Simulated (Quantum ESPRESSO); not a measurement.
Crystal: LiCl.

```
Cl Li
1.0
     0.00000    2.56477    2.56477
     2.56477    0.00000    2.56477
     2.56477    2.56477    0.00000
Cl Li
1 1
Direct
  0.50000 0.50000 0.50000
  0.00000 0.00000 0.00000
```

- Program: Quantum ESPRESSO 7.5
- Task: phonons
- Functional: vdW-DF-cx
- Potentials or basis: PseudoDojo 0.4.1 SR PBE standard
- Cutoff: 1007 eV
- Density cutoff: 4027 eV
- k mesh: 4 × 4 × 4, shifted
- Occupations: fermi-dirac, width 0.05 eV
- Spin: no spin polarisation
- Mixing beta: 0.5
- Most SCF iterations: 120
- SCF threshold: 4e-10 Ry

The cell and the atoms were relaxed first, to 16.65 Å³/atom (a = 3.611 Å, b = 3.611 Å, c = 3.611 Å, α = 60.00°, β = 60.00°, γ = 60.00°), and the response was taken there.

The first run showed a gap, so the response started from a second, tighter run with fixed occupations.

Task: How polar is the lattice: what are the Born charges, the two dielectric constants and the LO-TO splitting?

Result: Born charges ±1.17 e; dielectric constants 2.98 (electrons alone) and 9.97 (static); transverse and longitudinal modes at 223 and 408 cm⁻¹.

Caveat: the potentials were made for another functional, which shifts forces and pressure; before the sum rule the acoustic modes lie tens of cm⁻¹ from zero, a sign that the density grid also shifts the optical modes.
